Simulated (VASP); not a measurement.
Write the native input for VASP 6.6.1 that does the following.

* Task: relaxation of shape and atoms at fixed volume
* Functional: PBE
* Potentials or basis: VASP PAW PBE potentials, release 64 (Ba_sv, Ti_sv, O)
* Cutoff: 600 eV
* k mesh: 8 × 8 × 8
* Occupations: gaussian, width 0.03 eV
* Spin: no spin polarisation
* Further INCAR settings: ALGO = Normal; EDIFF = 1e-07; IBRION = 2; EDIFFG = -0.01; NSW = 40; ISIF = 4

The structure of BaTiO3 lies in POSCAR:

```
BaTiO3                                  
1.0
    4.0735235485      0.0000000000      0.0000000000
    0.0000000000      4.0735235485      0.0000000000
    0.0000000000     -0.0000000000      4.3055210469
  Ba              Ti              O             
     1     1     3
Direct
     1.0000000000000000    1.0000000000000000    0.9905853847144678
     0.5000000000000000    0.5000000000000000    0.4717193836751931
     0.5000000000000000    0.5000000000000000    0.0416894780916856
     0.5000000000000000    0.0000000000000000    0.5195028767593300
     1.0000000000000000    0.5000000000000000    0.5195028767593300
```

The cell isn't the ideal one: a relaxed cell with its volume scaled by 1.06.

One way to write it, as run:

INCAR

```
SYSTEM = BaTiO3
ALGO = Normal ; EDIFF = 1E-7
EDIFFG = -0.01 ; ENCUT = 600
GGA = PE ; IBRION = 2
ISIF = 4 ; ISMEAR = 0
KPAR = 2 ; LASPH = .True.
LCHARG = .False. ; LREAL = .False.
LWAVE = .False. ; NELM = 80
NSW = 40 ; PREC = Accurate
SIGMA = 0.03
```

KPOINTS

```
k-points
0
Gamma
  8 8 8
  0 0 0
```

Potentials or basis: VASP PAW PBE potentials, release 64 (Ba_sv, Ti_sv, O).

Run with:

```bash
$ cat potpaw_PBE.64/Ba_sv/POTCAR potpaw_PBE.64/Ti_sv/POTCAR potpaw_PBE.64/O/POTCAR > POTCAR
$ mpirun -np 2 vasp_std > vasp.out
```

Results of the run:

```
Energy gained by relaxing    : 11.3 meV/atom
Ionic steps                  : 16
Pressure after relaxing      : -3.2 GPa
Largest force after relaxing : 0.010 eV/Å
Band gap on the k mesh       : 1.77 eV, indirect (least direct gap 2.48 eV)
```

Caveat: spin-orbit coupling is left out, which moves the levels of the heavy elements.

It took 7.8 min on 2 MPI ranks on AMD EPYC 9R45 (Zen 5), with other jobs on the host, peak memory 0.3 GiB a rank.
